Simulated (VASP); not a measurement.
A run of VASP 6.6.1:

File INCAR:

```
PREC = Accurate ; ENCUT = 520
EDIFF = 1E-6 ; ISMEAR = -1
SIGMA = 0.05 ; LREAL = False
LASPH = True ; NELM = 80
ALGO = Fast ; ISIF = 2
LWAVE = False ; LCHARG = True
LDIPOL = True ; IDIPOL = 3
DIPOL = 0.5 0.5 0.500 ; GGA = 91
LELF = True ; LVHAR = True
LVACPOTAV = True
```

File KPOINTS:

```
regular mesh
0
Gamma
  6 6 1
```

File POSCAR:

```
K
1.0
    4.5345090142      0.0000000000      0.0000000000
   -1.5115030047      4.2751760977      0.0000000000
    0.0000000000      0.0000000000     22.4048222126
K
3
Direct
    0.5000000000      0.5000000000      0.3347493646
    0.0000000000      0.0000000000      0.5000000000
    0.5000000000      0.5000000000      0.6652506354
```

Potentials or basis: VASP PAW PBE potentials, release 64 (K_sv).

The run is started by

```bash
$ cat potpaw_PBE.64/K_sv/POTCAR > POTCAR
$ mpirun -np 1 vasp_std > vasp.out
```

Hardware: 1 thread of Intel(R) Xeon(R) 6975P-C (Granite Rapids), on a shared host.

Q: How long does it take, and how much memory?

A: Run time: 2.2 min on 1 thread of Intel(R) Xeon(R) 6975P-C (Granite Rapids), with other jobs on the host, peak memory 0.5 GiB. Counts: scf iterations 23, k points 13.
